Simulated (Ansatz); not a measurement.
## CoO in Ansatz: the effect of functional

Crystal: CoO.

```xyz
2
Lattice="-1.5278 1.5278 2.1350 1.5278 -1.5278 2.1350 1.5278 1.5278 -2.1350" Properties=species:S:1:pos:R:3 pbc="T T T"
Co    0.0000    0.0000    0.0000
O     0.0000    0.0000    2.1350
```

The cell isn't the ideal one: volume scaled by 1.04.

Alike in all runs:

| Quantity | Value |
| --- | --- |
| Program | Ansatz 0.2.0 |
| Task | single point |
| Potentials or basis | Ansatz PAW |
| Cutoff | 420 eV (not typed: the program's choice for these potentials) |
| k mesh | 12 × 12 × 12 |
| Occupations | fermi-dirac, width 0.05 eV |
| Spin | collinear spin, ferromagnetic start |
| Starting moments | [2.0, 0.0] μB |

Question: One run gave: pressure -15.0 GPa; moment 2.99 μB. Which functional did it use?
A. PBE
B. PBEsol
C. LDA

Answer: B.

```csv
functional,pressure (GPa),moment (μB)
LDA,-22.5,2.95
PBE,-6.3,2.97
PBEsol,-15.0,2.99
```

Caveats: a cell with one magnetic atom can't hold antiferromagnetic order, which such compounds often take; the PAW data sets come from PBE, with cores solved anew for the run's functional, which leaves a small shift of forces and pressure (some runs).
